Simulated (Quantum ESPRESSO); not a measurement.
W: phonons at points of the zone under several settings

```
W
1.0
    -1.58234    1.58234    1.58234
     1.58234   -1.58234    1.58234
     1.58234    1.58234   -1.58234
W
1
Cartesian
  0.0000 0.0000 0.0000
```

All runs used Quantum ESPRESSO 7.5; potentials GBRV 1.5 PBEsol; relaxed cell; no spin polarisation; cutoff 762 eV; occupations cold, width 0.2 eV.

| level | k mesh (s: shifted) | point | frequencies (cm⁻¹) |
| --- | --- | --- | --- |
| PBEsol | 12 × 12 × 12 | H (0.500, -0.500, 0.500) | 184 184 184 |
| PBEsol | 12 × 12 × 12 | N (0.000, 0.000, 0.500) | 126 150 227 |
| PBEsol | 12 × 12 × 12 | P (0.250, 0.250, 0.250) | ? |
| PBEsol | 10 × 10 × 10 | H (0.500, -0.500, 0.500) | 185 185 185 |
| PBEsol | 10 × 10 × 10 | N (0.000, 0.000, 0.500) | 135 141 225 |
| PBEsol | 10 × 10 × 10 | P (0.250, 0.250, 0.250) | 239 239 239 |

Task: What stands in the row left open?

Result: Frequencies 176 176 176 cm⁻¹.

Caveats: the mesh is thin for the phonons of a metal (some runs); the q point doesn't lie on the k mesh, which can shift a metal's frequencies strongly unless the mesh is converged (some runs).
